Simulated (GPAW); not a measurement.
Runs of GPAW 26.7.0 on Fe. The structure is orthorhombic, space group Fmmm (No. 69). Conventional cell: a = 2.997 Å, b = 3.883 Å, c = 3.930 Å, α = 90.00°, β = 90.00°, γ = 90.00°. Fe (site symmetry mmm) is surrounded by 12 Fe at 2.45 to 2.76 Å. 

```csv
level,U,pressure (GPa),moment (μB)
PBEsol+U,Fe d U = 2 eV,7.0,2.65
PBEsol,-,-7.2,(a)
PBEsol+U,Fe d U = 8 eV,42.7,3.22
PBEsol+U,Fe d U = 6 eV,34.6,3.06
PBEsol+U,Fe d U = 1 eV,3.7,2.61
PBEsol+U,Fe d U = 4 eV,21.7,2.95
PBEsol+U,Fe d U = 3 eV,14.5,(b)
```

Alike in all rows: task band structure; potentials or basis PAW data sets generated in the run's folder for this functional, pw; spin collinear, ferromagnetic start; cell as given; k mesh 11 × 11 × 11; cutoff (eV) 600; smearing fermi-dirac 0.05 eV.

Fill in the values left out.

(a) 2.22; (b) 2.82.

Caveats: the U is typed as a test and isn't derived for this compound (some runs); a pressure of tens of GPa on the cell as given is suspect, and the run, the potentials or the cell itself is likely at fault (some runs).
